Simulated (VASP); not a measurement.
# GaP (R-3m) in VASP: notebook

The runs below take GaP through relaxation of cell and atoms, single point, with PBEsol.

All numbers are computed with VASP 6.6.1; they aren't measurements. Logs are shortened: lines on timing, memory, paths and dates and some standing lists are left out, and cuts for length are marked.

## Step 1: Starting point

The structure is trigonal, space group R-3m (No. 166). Conventional cell: a = 3.886 Å, b = 3.886 Å, c = 19.292 Å, α = 90.00°, β = 90.00°, γ = 120.00°. Around Ga (site symmetry 3m) lie 3 P at 2.40 Å and 1 Ga at 2.49 Å. P (site symmetry 3m) is surrounded by 1 P at 2.21 Å and 3 Ga at 2.40 Å.

Measurements of this composition are mostly on another form, of space group No. 216.

## Step 2: Relaxation of cell and atoms, PBEsol

Input file INCAR:

```
SYSTEM = GaP
PREC = Accurate ; ENCUT = 300
EDIFF = 1E-7 ; ISMEAR = 0
SIGMA = 0.02 ; LREAL = .FALSE.
LASPH = .TRUE. ; NELM = 60
ALGO = Normal ; ISIF = 3
LWAVE = .FALSE. ; LCHARG = .FALSE.
GGA = PS ; IBRION = 2
NSW = 90 ; EDIFFG = -0.005
```

Input file KPOINTS:

```
Automatic mesh
0
G
  9 9 9
  0 0 0
```

Input file POSCAR:

```
GaP
1.0
    1.9430151800      1.1218003300      6.4308101000
   -1.9430151800      1.1218003300      6.4308101000
    0.0000000000     -2.2436006700      6.4308101000
Ga P
2 2
Direct
    0.4353720000      0.4353720000      0.4353720000
    0.5646280000      0.5646280000      0.5646280000
    0.0573890000      0.0573890000      0.0573890000
    0.9426110000      0.9426110000      0.9426110000
```

Potentials or basis: VASP PAW PBE potentials, release 64 (Ga_d, P).

Run with:

```bash
$ cat potpaw_PBE.64/Ga_d/POTCAR potpaw_PBE.64/P/POTCAR > POTCAR
$ mpirun -np 1 vasp_std > vasp.out
```

OUTCAR:

```text
SYSTEM = GaP
   PREC = Accurate
   ENCUT = 300
   EDIFF = 1E-7
   ISMEAR = 0
   LREAL = .FALSE.
   LASPH = .TRUE.
   NELM = 60
   ISIF = 3
   GGA = PS
   IBRION = 2
   NSW = 90
   EDIFFG = -0.005

 ion  position               nearest neighbor table
   1  0.435  0.435  0.435-   3 2.40   3 2.40   3 2.40   2 2.49
   2  0.565  0.565  0.565-   4 2.40   4 2.40   4 2.40   1 2.49
   3  0.057  0.057  0.057-   4 2.21   1 2.40   1 2.40   1 2.40
   4  0.943  0.943  0.943-   3 2.21   2 2.40   2 2.40   2 2.40

  LATTYP: Found a trigonal (rhomboedric) cell.
 ALAT       =     6.8109516598
 COS(alpha) =     0.8372328404

  Lattice vectors:

 A1 = (   1.9430151800,   1.1218003300,   6.4308101000)
 A2 = (  -1.9430151800,   1.1218003300,   6.4308101000)
 A3 = (   0.0000000000,  -2.2436006700,   6.4308101000)

Analysis of symmetry for initial positions (statically):
=====================================================================
 Subroutine PRICEL returns:
 Original cell was already a primitive cell.

 Routine SETGRP: Setting up the symmetry group for a
 trigonal (rhombohedral) supercell.

 Subroutine GETGRP returns: Found 12 space group operations
 (whereof 12 operations were pure point group operations)
 out of a pool of 12 trial point group operations.

The static configuration has the point symmetry D_3d.

Analysis of symmetry for dynamics (positions and initial velocities):
=====================================================================
 Subroutine PRICEL returns:
 Original cell was already a primitive cell.

 Routine SETGRP: Setting up the symmetry group for a
 trigonal (rhombohedral) supercell.

 Subroutine GETGRP returns: Found 12 space group operations
 (whereof 12 operations were pure point group operations)
 out of a pool of 12 trial point group operations.

The dynamic configuration has the point symmetry D_3d.

 Subroutine INISYM returns: Found 12 space group operations
 (whereof 12 operations are pure point group operations),
 and found     1 'primitive' translations

----------------------------------------------------------------------------------------

                                     Primitive cell

  volume of cell :      84.1025

  direct lattice vectors                    reciprocal lattice vectors
     1.943015180  1.121800330  6.430810100     0.257332009  0.148570705  0.051833801
    -1.943015180  1.121800330  6.430810100    -0.257332009  0.148570705  0.051833801
     0.000000000 -2.243600670  6.430810100     0.000000000 -0.297141410  0.051833801

  length of vectors
     6.810951660  6.810951660  6.810951660     0.301628514  0.301628514  0.301628515

  position of ions in fractional coordinates (direct lattice)
     0.435372000  0.435372000  0.435372000
     0.564628000  0.564628000  0.564628000
     0.057389000  0.057389000  0.057389000
     0.942611000  0.942611000  0.942611000

  ion indices of the primitive-cell ions
   primitive index   ion index
                 1           1
                 2           2
                 3           3
                 4           4

----------------------------------------------------------------------------------------

 KPOINTS: Automatic mesh

Automatic generation of k-mesh.
 Grid dimensions read from file:
 generate k-points for:    9    9    9

 Generating k-lattice:

  Cartesian coordinates                     Fractional coordinates (reciprocal lattice)
     0.028592445  0.016507856  0.005759311     0.111111111  0.000000000  0.000000000
    -0.028592445  0.016507856  0.005759311     0.000000000  0.111111111  0.000000000
     0.000000000 -0.033015712  0.005759311     0.000000000  0.000000000  0.111111111

  Length of vectors
     0.033514279  0.033514279  0.033514279

  Shift w.r.t. Gamma in fractional coordinates (k-lattice)
     0.000000000  0.000000000  0.000000000

 Subroutine IBZKPT returns following result:
 ===========================================

 Found     85 irreducible k-points:

 Following reciprocal coordinates:
            Coordinates               Weight
  0.000000  0.000000  0.000000      1.000000
  0.111111  0.000000  0.000000      6.000000
  0.222222  0.000000  0.000000      6.000000
  0.333333 -0.000000  0.000000      6.000000
  0.444444  0.000000  0.000000      6.000000
  0.111111  0.111111  0.000000      6.000000
[... 16 lines left out ...]
 -0.333333  0.333333  0.000000      6.000000
  0.444444  0.444444  0.000000      6.000000
 [... further k-points ...]
   k-points           NKPTS =     85   k-points in BZ     NKDIM =     85   number of bands    NBANDS=     22
   number of dos      NEDOS =    301   number of ions     NIONS =      4
   total plane-waves  NPLWV =  64000
   dimension x,y,z NGX =    40 NGY =   40 NGZ =   40
   dimension x,y,z NGXF=    80 NGYF=   80 NGZF=   80
   ions per type =               2   2
   NGX,Y,Z   is equivalent  to a cutoff of   9.76,  9.76,  9.76 a.u.
   NGXF,Y,Z  is equivalent  to a cutoff of  19.53, 19.53, 19.53 a.u.
 SYSTEM =  GaP
   PREC   = accura    normal or accurate (medium, high low for compatibility)
   ISTART =      0    job   : 0-new  1-cont  2-samecut
   ICHARG =      2    charge: 1-file 2-atom 10-const
   ISPIN  =      1    spin polarized calculation?
   LNONCOLLINEAR =      F non collinear calculations
   LSORBIT =      F    spin-orbit coupling
   LASPH  =      T    aspherical Exc in radial PAW
   ENCUT  =  300.0 eV  22.05 Ry    4.70 a.u.   9.62  9.62  9.62*2*pi/ulx,y,z
   NELM   =     60;   NELMIN=  2; NELMDL= -5     # of ELM steps
   EDIFF  = 0.1E-06   stopping-criterion for ELM
   LREAL  =      F    real-space projection
   EDIFFG = -.5E-02   stopping-criterion for IOM
   NSW    =     90    number of steps for IOM
   IBRION =      2    ionic relax: 0-MD 1-quasi-New 2-CG
   NFREE  =      1    steps in history (QN), initial steepest desc. (CG)
   ISIF   =      3    stress and relaxation
   ISYM   =      2    0-nonsym 1-usesym 2-fastsym
   POTIM  = 0.5000    time-step for ionic-motion
   TEBEG  =    0.0;   TEEND  =   0.0 temperature during run
   PSTRESS=    0.0 pullay stress
   NELECT =      36.0000    total number of electrons
   NUPDOWN=      -1.0000    fix difference up-down
   EMIN   =  10.00;   EMAX   =-10.00  energy-range for DOS
   EFERMI =   0.00;   METHOD = LEGACY
   ISMEAR =     0;   SIGMA  =   0.02  broadening in eV -4-tet -1-fermi 0-gaus
   EFERMI_NEDOS =   21; number of points for ismear=-14 and -15
   IALGO  =     38    algorithm
   IMIX   =      4    mixing-type and parameters
     AMIX     =   0.40;   BMIX     =  1.00
     AMIX_MAG =   1.60;   BMIX_MAG =  1.00
  volume/ion in A,a.u.               =      21.03       141.89
  Fermi-wavevector in a.u.,A,eV,Ry     =   1.233785  2.331515 20.711129  1.522225
  Thomas-Fermi vector in A             =   2.368501
   LORBIT       =      0    0 simple, 1 ext, 2 COOP (PROOUT), +10 PAW based schemes
   GGA     = PS    functional components
   LHFCALC =     F    Hartree Fock is set to
   AEXX    =    0.0000 exact exchange contribution
   IVDW    =     0    specifies the selected vdW correction
   LEPSILON=     F    determine dielectric tensor
   LRPA    =     F    only Hartree local field effects (RPA)
 conjugate gradient relaxation of ions
 non-spin polarized calculation
 Gauss-broadening in eV      SIGMA  =   0.02
  energy-cutoff  :      300.00
  volume of cell :       84.10
 maximum number of plane-waves:      1023
   NGX = 19   NGY = 19   NGZ = 19

--------------------------------------- Ionic step        1  -------------------------------------------

 number of electron      36.0000033 magnetization

 Free energy of the ion-electron system (eV)
  ---------------------------------------------------
  ext. energy  EPLUGINS =         0.00000000
  ---------------------------------------------------
  free energy    TOTEN  =       -19.29790044 eV

  energy without entropy =      -19.29790044  energy(sigma->0) =      -19.29790044

 E-fermi :   4.6265     XC(G=0):  -9.8542

 val. band max:        4.5277918375   @ k =   0.0000   0.0000   0.0000
 cond. band min:       5.3784740321   @ k =  -0.4444  -0.4444   0.1111
 fundamental gap:      0.8506821946
 Fermi energy:         4.6265058975

 k-point     1 :       0.0000    0.0000    0.0000
  band No.  band energies     occupation
      1     -10.2023      2.00000
      2     -10.0748      2.00000
      3     -10.0748      2.00000
      4     -10.0610      2.00000
      5     -10.0610      2.00000
      6     -10.0088      2.00000
[... 574 lines left out ...]
      6     -10.0171      2.00000
[... 14 lines left out ...]
     21       6.2063      0.00000
     22       8.5013      0.00000

 [... further k-points ...]
[... 5 lines left out ...]
  --------------------------------------------------------------------------------------
  -------------------------------------------------------------------------------------
  Total       -1.6459066     -1.6459066     -1.4347959      0.0000000      0.0000000      0.0000000
  in kB      -31.3550200    -31.3550198    -27.3332958      0.0000000      0.0000000      0.0000000
  external PRESSURE =     -30.0144452 kB  Pullay stress =       0.0000000 kB
[... 213 lines left out ...]
  energy  without entropy=      -19.3332885148  energy(sigma->0) =      -19.33328851

--------------------------------------- Ionic step        7  -------------------------------------------

 number of electron      36.0000005 magnetization

 Free energy of the ion-electron system (eV)
  ---------------------------------------------------
  ext. energy  EPLUGINS =         0.00000000
  ---------------------------------------------------
  free energy    TOTEN  =       -19.33330389 eV

  energy without entropy =      -19.33330389  energy(sigma->0) =      -19.33330389

 E-fermi :   5.0437     XC(G=0): -10.0471

 val. band max:        4.9422574449   @ k =   0.0000   0.0000   0.0000
 cond. band min:       5.7278774287   @ k =  -0.4444  -0.4444   0.1111
 fundamental gap:      0.7856199838
 Fermi energy:         5.0437420147

 k-point     1 :       0.0000    0.0000    0.0000
  band No.  band energies     occupation
      1      -9.8733      2.00000
      2      -9.7258      2.00000
      3      -9.7258      2.00000
      4      -9.7082      2.00000
      5      -9.7082      2.00000
      6      -9.6491      2.00000
[... 574 lines left out ...]
      6      -9.6570      2.00000
[... 14 lines left out ...]
     21       6.6709      0.00000
     22       8.8930      0.00000

 [... further k-points ...]
[... 5 lines left out ...]
  --------------------------------------------------------------------------------------
  -------------------------------------------------------------------------------------
  Total        0.0000258      0.0000258     -0.0026569     -0.0000000      0.0000000      0.0000000
  in kB        0.0005127      0.0005127     -0.0527991     -0.0000000      0.0000000      0.0000000
  external PRESSURE =      -0.0172579 kB  Pullay stress =       0.0000000 kB
[... 19 lines left out ...]
  FREE ENERGIE OF THE ION-ELECTRON SYSTEM (eV)
  ---------------------------------------------------
  free  energy   TOTEN  =       -19.3333038876 eV

  energy  without entropy=      -19.3333038876  energy(sigma->0) =      -19.33330389

 reached required accuracy - stopping structural energy minimisation
```

Wall time 7.9 min (1 thread of Intel Xeon Platinum 8375C at 2.90GHz (Ice Lake), shared host); peak memory 0.28 GiB.

The run converged, but some of its settings lie outside the range that counts as converged, so its numbers aren't taken as properties of the crystal.

Results:

| Property | Result |
| --- | --- |
| Free energy | -19.3333 eV |
| Relaxed volume | 20.16 Å³/atom |
| Relaxed cell | a = 6.728 Å, b = 6.728 Å, c = 6.728 Å, α = 33.05°, β = 33.05°, γ = 33.05° |
| Space group after relaxing (to 0.05 Å) | R-3m (No. 166) |
| Energy gained by relaxing | 8.9 meV/atom |
| Ionic steps | 7 |
| Largest force after relaxing | 0.004 eV/Å |
| Band gap on the k mesh | 0.79 eV, indirect (least direct gap 1.15 eV) |

Caveat: the cutoff is under 1.25 times the usual one of these potentials, so pressure, stress and relaxed cells hold a basis-set (Pulay) error; the PAW data sets were made with another functional, which shifts forces and pressure a little; an odd mesh through Γ misses points on the zone boundary, where band edges often lie.

[end of part 1 of 2]
